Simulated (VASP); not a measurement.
# BP (F-43m) in VASP: further runs, part 2 of 2

VASP 6.6.1.

**3. Relaxation of cell and atoms, PBE**

File INCAR:

```
ALGO = Normal
EDIFF = 1E-6
EDIFFG = -0.01
ENCUT = 600
GGA = PE
IBRION = 2
ISIF = 3
ISMEAR = 0
LASPH = T
LCHARG = F
LREAL = F
LWAVE = F
NELM = 80
NSW = 90
PREC = Accurate
SIGMA = 0.03
```

File KPOINTS:

```
k-points
0
Gamma
  10 10 10
```

File POSCAR:

```
BP
1.0
    0.0000000000      2.2690000000      2.2690000000
    2.2690000000      0.0000000000      2.2690000000
    2.2690000000      2.2690000000      0.0000000000
B P
1 1
Direct
    0.0000000000      0.0000000000      0.0000000000
    0.2500000000      0.2500000000      0.2500000000
```

Potentials or basis: VASP PAW PBE potentials, release 64 (B, P).

Launch:

```
> cat potpaw_PBE.64/B/POTCAR potpaw_PBE.64/P/POTCAR > POTCAR
> mpirun -np 1 vasp_std > vasp.out
```

Wall time 19 s (1 thread of Intel Xeon Platinum 8259CL at 2.50GHz (Skylake/Cascade Lake), shared host); peak memory 0.15 GiB.

The run converged. Its results:

```
Free energy                            : -12.9324 eV
Relaxed volume                         : 11.75 Å³/atom
Relaxed cell                           : a = 3.215 Å, b = 3.215 Å, c = 3.215 Å, α = 60.00°, β = 60.00°, γ = 60.00°
Space group after relaxing (to 0.05 Å) : F-43m (No. 216)
Energy gained by relaxing              : 0.2 meV/atom
Ionic steps                            : 3
Pressure after relaxing                : 0.0 GPa
Band gap on the k mesh                 : 1.25 eV, indirect (least direct gap 3.39 eV)
```

Step by step:
```csv
step,energy change (eV),largest force (eV/Å),pressure (GPa),volume (Å³)
1,0.0000,0.0000,0.90,23.36
2,-0.0002,0.0000,-0.63,23.58
3,-0.0004,0.0000,0.01,23.49
```

Final structure:
```
B P
1.0
     0.00000    2.27313    2.27313
     2.27313    0.00000    2.27313
     2.27313    2.27313    0.00000
B P
1 1
Direct
  0.00000 0.00000 0.00000
  0.25000 0.25000 0.25000
```

Levels at points of the mesh, in eV from the valence-band top:
| k point | band 1 | band 2 | band 3 | band 4 | band 5 | band 6 | band 7 | band 8 |
| --- | --- | --- | --- | --- | --- | --- | --- | --- |
| (0.00, 0.00, 0.00) | -15.41 | 0.00 | 0.00 | 0.00 | 3.39 | 3.39 | 3.39 | 7.29 |
| (0.50, 0.00, 0.00) | -12.11 | -8.99 | -1.75 | -1.75 | 3.75 | 4.71 | 4.71 | 10.11 |
| (0.50, 0.50, 0.00) | -10.59 | -8.55 | -4.09 | -4.09 | 1.34 | 1.66 | 12.07 | 12.07 |

A k mesh can miss the band edges. PBE usually gives volumes a little too large and moduli too small.

**4. Relaxation of cell and atoms, PBE**

This run uses another cell than the first one, of 11.75 Å³/atom, 1.005 times its volume.

Edit INCAR of step 3 so:

```diff
@@ -1,4 +1,4 @@
 ALGO = Normal
-EDIFF = 1E-6
-EDIFFG = -0.01
+EDIFF = 1E-7
+EDIFFG = -0.005
 ENCUT = 600
```

KPOINTS is that of step 3.

File POSCAR:

```
BP                                      
1.0
   -0.0000000000      2.2731332140      2.2731332140
    2.2731332140      0.0000000000      2.2731332140
    2.2731332140      2.2731332140     -0.0000000000
  B               P             
     1     1
Direct
     0.0000000000000000    0.0000000000000000    0.0000000000000000
     0.2500000000000000    0.2500000000000000    0.2500000000000000
```

Potentials or basis: VASP PAW PBE potentials, release 64 (B, P).

Launch:

```
> cat potpaw_PBE.64/B/POTCAR potpaw_PBE.64/P/POTCAR > POTCAR
> mpirun -np 1 vasp_std > vasp.out
```

OUTCAR:

```text
EDIFF = 1E-7
   EDIFFG = -0.005
   ENCUT = 600
   GGA = PE
   IBRION = 2
   ISIF = 3
   ISMEAR = 0
   LASPH = T
   LREAL = F
   NELM = 80
   NSW = 90
   PREC = Accurate

 ion  position               nearest neighbor table
   1  0.000  0.000  0.000-   2 1.97   2 1.97   2 1.97   2 1.97
   2  0.250  0.250  0.250-   1 1.97   1 1.97   1 1.97   1 1.97

  LATTYP: Found a face centered cubic cell.
 ALAT       =     4.5462664280

  Lattice vectors:

[... 455 lines left out ...]

  FORCE on cell =-STRESS in cart. coord.  units (eV):
  Direction    XX          YY          ZZ          XY          YZ          ZX
  --------------------------------------------------------------------------------------
  -------------------------------------------------------------------------------------
  Total        0.0009082      0.0009082      0.0009082      0.0000000     -0.0000000     -0.0000000
  in kB        0.0619443      0.0619443      0.0619443      0.0000000     -0.0000000     -0.0000000
  external PRESSURE =       0.0619443 kB  Pullay stress =       0.0000000 kB

 VOLUME and BASIS-vectors are now :
 -----------------------------------------------------------------------------
  energy-cutoff  :      600.00
  volume of cell :       23.49
      direct lattice vectors                 reciprocal lattice vectors
     0.000000000  2.273133214  2.273133214    -0.219960712  0.219960712  0.219960712
     2.273133214  0.000000000  2.273133214     0.219960712 -0.219960712  0.219960712
     2.273133214  2.273133214  0.000000000     0.219960712  0.219960712 -0.219960712

 POSITION                                       TOTAL-FORCE (eV/Angst)
 -----------------------------------------------------------------------------------
      0.00000      0.00000      0.00000         0.000000     -0.000000     -0.000000
      1.13657      1.13657      1.13657        -0.000000      0.000000      0.000000
 -----------------------------------------------------------------------------------
    total drift:                               -0.000000     -0.000000      0.000000

  FREE ENERGIE OF THE ION-ELECTRON SYSTEM (eV)
  ---------------------------------------------------
  free  energy   TOTEN  =       -12.9324860481 eV

  energy  without entropy=      -12.9324860481  energy(sigma->0) =      -12.93248605

 reached required accuracy - stopping structural energy minimisation
```

CONTCAR:

```text
BP
   1.00000000000000
     0.0000000000000000    2.2731332140000000    2.2731332140000000
     2.2731332140000000    0.0000000000000000    2.2731332140000000
     2.2731332140000000    2.2731332140000000    0.0000000000000000
  B               P
     1     1
Direct
     0.0000000000000000    0.0000000000000000    0.0000000000000000
     0.2500000000000000    0.2500000000000000    0.2500000000000000

  0.00000000E+00  0.00000000E+00  0.00000000E+00
  0.00000000E+00  0.00000000E+00  0.00000000E+00
```

Wall time 11 s (1 thread of Intel Xeon Platinum 8259CL at 2.50GHz (Skylake/Cascade Lake), shared host); peak memory 0.15 GiB.

Results:

| Item | Value |
| --- | --- |
| Free energy | -12.9325 eV |
| Pressure after relaxing | 0.0 GPa |
| Band gap on the k mesh | 1.25 eV, indirect (least direct gap 3.39 eV) |

Final structure:
```
CELL_PARAMETERS angstrom
0.00000 2.27313 2.27313
2.27313 0.00000 2.27313
2.27313 2.27313 0.00000
ATOMIC_POSITIONS crystal
B 0.00000 0.00000 0.00000
P 0.25000 0.25000 0.25000
```

Levels at points of the mesh, in eV from the valence-band top:
```csv
k point,band 1,band 2,band 3,band 4,band 5,band 6,band 7,band 8
"(0.00, 0.00, 0.00)",-15.41,0.00,0.00,0.00,3.39,3.39,3.39,7.29
"(0.50, 0.00, 0.00)",-12.11,-8.99,-1.75,-1.75,3.75,4.71,4.71,10.11
"(0.50, 0.50, 0.00)",-10.59,-8.55,-4.09,-4.09,1.34,1.66,12.07,12.07
```

Caveat: the relaxation stopped at its first step, so nothing moved.

**5. Relaxation of cell and atoms, PBE**

File INCAR:

```
PREC = Accurate
ENCUT = 600
EDIFF = 1E-6
ISMEAR = 0
SIGMA = 0.03
LREAL = F
LASPH = T
NELM = 80
ALGO = Normal
ISIF = 3
LWAVE = F
LCHARG = F
GGA = PE
IBRION = 2
NSW = 90
EDIFFG = -0.01
```

File KPOINTS:

```
Automatic mesh
0
Gamma
  10 10 10
```

File POSCAR:

```
BP
1.0
    0.0000000000      2.2690000000      2.2690000000
    2.2690000000      0.0000000000      2.2690000000
    2.2690000000      2.2690000000      0.0000000000
B P
1 1
Direct
    0.0000000000      0.0000000000      0.0000000000
    0.2500000000      0.2500000000      0.2500000000
```

Launch:

```
> cat potpaw_PBE.64/B/POTCAR potpaw_PBE.64/P/POTCAR > POTCAR
> mpirun -np 1 vasp_std > vasp.out
```

Wall time 10 s (1 thread of Intel Xeon 6975P-C (Granite Rapids), shared host); peak memory 0.15 GiB.

It converged, with:

| Item | Value |
| --- | --- |
| Free energy | -12.9324 eV |
| Relaxed volume | 11.75 Å³/atom |
| Relaxed cell | a = 3.215 Å, b = 3.215 Å, c = 3.215 Å, α = 60.00°, β = 60.00°, γ = 60.00° |
| Space group after relaxing (to 0.05 Å) | F-43m (No. 216) |
| Energy gained by relaxing | 0.2 meV/atom |
| Ionic steps | 3 |
| Pressure after relaxing | 0.0 GPa |
| Band gap on the k mesh | 1.25 eV, indirect (least direct gap 3.39 eV) |

The path:
```tsv
step	energy change (eV)	largest force (eV/Å)	pressure (GPa)	volume (Å³)
1	0.0000	0.0000	0.90	23.36
2	-0.0002	0.0000	-0.63	23.58
3	-0.0004	0.0000	0.01	23.49
```

Final structure:
```xyz
2
Lattice="0.0000 2.2731 2.2731 2.2731 0.0000 2.2731 2.2731 2.2731 0.0000" Properties=species:S:1:pos:R:3 pbc="T T T"
B     0.0000    0.0000    0.0000
P     1.1366    1.1366    1.1366
```

Levels at points of the mesh, in eV from the valence-band top:
```tsv
k point	band 2	band 3	band 4	band 5	band 6	band 7
(0.00, 0.00, 0.00)	0.00	0.00	0.00	3.39	3.39	3.39
(0.50, 0.00, 0.00)	-8.99	-1.75	-1.75	3.75	4.71	4.71
(0.50, 0.50, 0.00)	-8.55	-4.09	-4.09	1.34	1.66	12.07
```

A k mesh can miss the band edges. Zero-point motion and thermal expansion aren't in these numbers.

**6. Relaxation of cell and atoms, PBE**

This run uses another cell than the first one, of 11.75 Å³/atom, 1.005 times its volume.

Edit INCAR of step 5 so:

```diff
@@ -2,3 +2,3 @@
 ENCUT = 600
-EDIFF = 1E-6
+EDIFF = 1E-7
 ISMEAR = 0
@@ -15,2 +15,2 @@
 NSW = 90
-EDIFFG = -0.01
+EDIFFG = -0.005
```

KPOINTS is that of step 5.

File POSCAR:

```
BP                                      
1.0
   -0.0000000000      2.2731332140      2.2731332140
    2.2731332140      0.0000000000      2.2731332140
    2.2731332140      2.2731332140     -0.0000000000
  B               P             
     1     1
Direct
     0.0000000000000000    0.0000000000000000    0.0000000000000000
     0.2500000000000000    0.2500000000000000    0.2500000000000000
```

Potentials or basis: VASP PAW PBE potentials, release 64 (B, P).

Launch:

```
> cat potpaw_PBE.64/B/POTCAR potpaw_PBE.64/P/POTCAR > POTCAR
> mpirun -np 1 vasp_std > vasp.out
```

Run time: 5.7 s. Hardware: 1 thread of Intel Xeon 6975P-C (Granite Rapids), shared host; peak memory 0.15 GiB.

The run converged. Its results:

```
Free energy             : -12.9325 eV
Pressure after relaxing : 0.0 GPa
Band gap on the k mesh  : 1.25 eV, indirect (least direct gap 3.39 eV)
```

Final structure:
```xyz
2
Lattice="0.0000 2.2731 2.2731 2.2731 0.0000 2.2731 2.2731 2.2731 0.0000" Properties=species:S:1:pos:R:3 pbc="T T T"
B     0.0000    0.0000    0.0000
P     1.1366    1.1366    1.1366
```

Levels at points of the mesh, in eV from the valence-band top:
```tsv
k point	band 2	band 3	band 4	band 5	band 6	band 7
(0.00, 0.00, 0.00)	0.00	0.00	0.00	3.39	3.39	3.39
(0.50, 0.00, 0.00)	-8.99	-1.75	-1.75	3.75	4.71	4.71
(0.50, 0.50, 0.00)	-8.55	-4.09	-4.09	1.34	1.66	12.07
```

Caveat: the relaxation stopped at its first step, so nothing moved.
